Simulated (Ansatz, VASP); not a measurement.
SnTe in VASP and in Ansatz

```
CELL_PARAMETERS angstrom
0.00000 3.15085 3.15085
3.15085 0.00000 3.15085
3.15085 3.15085 0.00000
ATOMIC_POSITIONS crystal
Sn 0.00000 0.00000 0.00000
Te 0.50000 0.50000 0.50000
```

Alike in both runs: task single point; functional BLYP; k mesh 6 × 6 × 6; no spin polarisation.

```csv
,VASP,Ansatz
version,VASP 6.6.1,Ansatz 0.2.0
potentials or method,"VASP PAW PBE potentials, release 64 (Sn_d, Te)","plane waves, PAW"
plane-wave cutoff (eV),520,420
occupations,"fermi-dirac, width 0.1 eV",fermi-dirac
valence electrons in the cell,20,30
```

|  | VASP | Ansatz | Ansatz less VASP |
| --- | --- | --- | --- |
| pressure (GPa) | 6.2 | 6.1 | -0.10 |

The two sets of potentials don't hold the same shells in valence.

Caveats: the PAW data sets were made with another functional, which shifts forces and pressure a little (VASP).
